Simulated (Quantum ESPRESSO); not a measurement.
# ZnSe (Stilleite): phonons with PBE

**Measured values to compare with.**

A printed reference work, textbook reports, for a bulk crystal of ZnSe: high-frequency dielectric constant 5.9.

ZnSe (Stilleite):

```
CELL_PARAMETERS angstrom
0.00000 2.83380 2.83380
2.83380 0.00000 2.83380
2.83380 2.83380 0.00000
ATOMIC_POSITIONS crystal
Se 0.75000 0.75000 0.75000
Zn 0.00000 0.00000 0.00000
```

```yaml
Program: Quantum ESPRESSO 7.5
Task: phonons
Functional: PBE
Potentials_or_basis: Ansatz NC SR PBE
Cutoff: 1170 eV
Density_cutoff: 4680 eV
k_mesh: 4 × 4 × 4, shifted
Occupations: fermi-dirac, width 0.05 eV
Spin: no spin polarisation
Mixing_beta: 0.5
Most_SCF_iterations: 120
SCF_threshold: 4e-10 Ry
```

```
Pressure after relaxing                                 : 2.1 GPa
Electronic dielectric tensor (diagonal)                 : 7.36
Born charges (mean of the diagonal)                     : Se -2.07; Zn +2.05 e
Highest phonon frequency at Γ, LO-TO splitting left out : 207 cm⁻¹
Static dielectric tensor (diagonal)                     : 10.35
```

Levels at points of the mesh, in eV from the valence-band top:
| k point | band 14 | band 15 | band 16 | band 17 | band 18 | band 19 | band 20 | band 21 | band 22 | band 23 |
| --- | --- | --- | --- | --- | --- | --- | --- | --- | --- | --- |
| (0.12, 0.12, 0.12) | -6.02 | -6.02 | -1.16 | 0.00 | 0.00 | 2.43 | 5.91 | 6.22 | 6.22 | 10.85 |

Phonon frequencies in cm⁻¹ (negative: imaginary):
| q point | frequencies |
| --- | --- |
| (0.000, 0.000, 0.000) | -1 -1 -1 207 207 207 |

Electronic dielectric tensor:
```
7.36 0.00 0.00
0.00 7.36 0.00
0.00 0.00 7.36
```

Born effective charge tensors (e):
atom 1, Se
```
-2.07  0.00  0.00
 0.00 -2.07  0.00
 0.00  0.00 -2.07
```
atom 2, Zn
```
2.05 0.00 0.00
0.00 2.05 0.00
0.00 0.00 2.05
```

Optical modes at Γ, degenerate ones joined, polar ones without the macroscopic field:
```
cm⁻¹  components  symmetry     active in  IR intensity, summed ((D/Å)²/amu)
 207           3        T2  IR and Raman                               8.23
```

Zone-centre frequencies without and with the macroscopic field along z (cm⁻¹):
|  | optical modes in rising order |
| --- | --- |
| without | 207 207 207 |
| with the field | 207 207 246 |

Static dielectric tensor, electrons and zone-centre modes:
```
10.35  0.00  0.00
 0.00 10.35  0.00
 0.00  0.00 10.35
```

Wall time 7.7 min on 4 MPI ranks on Intel(R) Xeon(R) Processor @ 2.50GHz (Skylake/Cascade Lake), with other jobs on the host, peak memory 0.32 GiB a rank.

Against the measured high-frequency dielectric constant of ZnSe, 5.9 (a printed reference work, textbook), the calculated 7.36 is off by +24.7 %.

Caveat: the mesh is thin for the dielectric tensor, Born charges and intensities, which usually come out too large.
